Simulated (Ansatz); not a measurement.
(001) slab cut from the bulk of BN, 15 Å of vacuum:

```yaml
crystal:
  lattice:
    - [2.50435, 0.00000, 0.00000]
    - [-1.25217, 2.16883, 0.00000]
    - [0.00000, 0.00000, 25.52864]
  atoms:
    - { symbol: B, position: [0.66667, 0.33333, 0.29379] }
    - { symbol: N, position: [0.33333, 0.66667, 0.29379] }
    - { symbol: B, position: [0.33333, 0.66667, 0.43126] }
    - { symbol: N, position: [0.66667, 0.33333, 0.43126] }
    - { symbol: B, position: [0.66667, 0.33333, 0.56874] }
    - { symbol: N, position: [0.33333, 0.66667, 0.56874] }
    - { symbol: B, position: [0.33333, 0.66667, 0.70621] }
    - { symbol: N, position: [0.66667, 0.33333, 0.70621] }
```

These are results of Ansatz, DFT PBEsol, scalar-relativistic, plane waves, PAW, not measurements. Cutoff 420 eV; k points 12×12×1 on the computed 8-atom cell (Γ-centred); Gaussian smearing, width 0.05 eV; no spin polarisation. The cell repeats along c with a dipole correction in the vacuum.

This base run converges in 8 iterations with a largest force of 0.027 eV/Å.

One setting at a time is then changed, some of them on purpose to poor values; changes count from the base run, energies are extrapolated to zero smearing, γ keeps the base's bulk energy, atoms stay where they are, a change of functional drops any dispersion correction, and risky runs are capped at 50 to 100 iterations.

Q: What does each change do? the slab thickened to 16 atoms (same faces, atoms at the bulk's places); functional LDA; vacuum of 7 Å; occupations methfessel-paxton 0.2 eV; no preconditioner, β = 0.7; k mesh 1×12×1; functional PBE; no dipole correction, vacuum of 5 Å; occupations fixed.

A:
```
                                                                 change outcome SCF iterations  ΔE (meV/atom)  Δγ (J/m²) largest force (eV/Å) largest change of a force (eV/Å)
the slab thickened to 16 atoms (same faces, atoms at the bulk's places) converged               7           -0.7      0.000                 0.027
                                                         functional LDA                converged               7                                           0.049                             0.023
                                                          vacuum of 7 Å  converged with warnings               6            0.0      0.000                 0.027                             0.000
                                   occupations methfessel-paxton 0.2 eV                converged               8            0.0      0.000                 0.027                             0.000
                                             no preconditioner, β = 0.7                converged               8            0.0      0.000                 0.027                             0.000
                                                          k mesh 1×12×1  converged with warnings               8         +878.7    +10.368                 5.391                             5.391
                                                         functional PBE                converged               8                                           0.036                             0.041
                                    no dipole correction, vacuum of 5 Å                converged               6           -0.2     -0.002                 0.027                             0.002
                                                      occupations fixed converged               8            0.0      0.000                 0.027                             0.000
```

In some of the runs (vacuum 7) charge leaks into the vacuum, so their work functions can be off.

Cost: 10 runs of about 3.5 core-minutes in all, on Intel Xeon Processor @ 2.50GHz (Skylake/Cascade Lake) (shared hosts).